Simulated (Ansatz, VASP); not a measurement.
**Two plane-wave programs on LiH**

Contents of POSCAR:

```
LiH
1.0
    0.0000000000      1.8861585274      1.9984726927
    1.8861585274      0.0000000000      1.9984726927
    1.8861585274      1.8861585274      0.0000000000
Li H
1 1
Direct
    0.0000000000      0.0000000000      0.0000000000
    0.5000000000      0.5000000000      0.5000000000
```

The input INCAR.step1:

```
SYSTEM = LiH
PREC     = Accurate       ! precision mode
ENCUT    = 520            ! plane-wave cutoff, eV
ISMEAR   = 0              ! smearing method
SIGMA    = 0.01           ! smearing width, eV
LREAL    = .FALSE.        ! projectors in reciprocal space
LASPH    = .TRUE.         ! aspherical terms in the spheres
NELM     = 60             ! most SCF steps
NBANDS   = 9              ! bands
GGA      = PE             ! functional
ALGO     = Normal         ! electronic algorithm
EDIFF    = 1E-4           ! SCF threshold, eV
LWAVE    = .TRUE.         ! write WAVECAR
LCHARG   = .FALSE.        ! write CHGCAR
```

File INCAR.step2:

```
SYSTEM = LiH
PREC     = Accurate       ! precision mode
ENCUT    = 520            ! plane-wave cutoff, eV
EDIFF    = 1E-6           ! SCF threshold, eV
ISMEAR   = 0              ! smearing method
SIGMA    = 0.01           ! smearing width, eV
LREAL    = .FALSE.        ! projectors in reciprocal space
LASPH    = .TRUE.         ! aspherical terms in the spheres
NELM     = 60             ! most SCF steps
ALGO     = Normal         ! electronic algorithm
ISIF     = 2              ! what is computed and relaxed
LWAVE    = .FALSE.        ! write WAVECAR
LCHARG   = .TRUE.         ! write CHGCAR
METAGGA  = R2SCAN         ! meta-GGA
LMIXTAU  = .TRUE.       
LELF     = .TRUE.         ! ELF
LVHAR    = .TRUE.       
NBANDS   = 9              ! bands
ISTART   = 1
```

File KPOINTS:

```
Automatic mesh
0
G
  10 10 10
  0 0 0
```

Input for Ansatz:

```yaml
crystal:
  lattice:
    - [0.0, 1.8861585274, 1.9984726927]
    - [1.8861585274, 0.0, 1.9984726927]
    - [1.8861585274, 1.8861585274, 0.0]
  atoms:
    - { symbol: Li, position: [0.0, 0.0, 0.0] }
    - { symbol: H, position: [0.5, 0.5, 0.5] }
kpoints:
  mp_grid: { grid: [10, 10, 10] }
  band_path:
    path:
      - [0.0, 0.0, 0.0]
      - [0.5, 0.0, 0.5]
      - [0.625, 0.25, 0.625]
      - [0.375, 0.375, 0.75]
      - [0.5, 0.5, 0.5]
      - [0.5, 0.25, 0.75]
      - [0.0, 0.5, 0.5]
      - [0.5, 0.5, 0.0]
    npoints: 1
hamiltonian:
  xc: r2scan
scf:
  occupations: { method: fixed }
  n_extra_bands: 4
output:
  forces: true
  stress: true
  eigenvalues: true
  write_density: true
  write_potential: true
  elf: true
  volumetric_format: npy
```

Change from the starting cell: biaxial_xy strain -5.6%.

Alike in both runs: task single point; functional r2SCAN; k mesh 10 × 10 × 10; no spin polarisation.

```csv
,VASP,Ansatz
version,VASP 6.6.1,Ansatz 0.2.0
potentials or method,"VASP PAW PBE potentials, release 64 (Li_sv, H)","plane waves, PAW"
plane-wave cutoff (eV),520,500
occupations,"gaussian, width 0.01 eV",fixed
valence electrons in the cell,4,4
```

|  | VASP | Ansatz | Ansatz less VASP |
| --- | --- | --- | --- |
| gap on the k mesh at the Fermi level (eV) | 2.78 | 2.82 | +0.042 |

 A k mesh can miss the band edges.
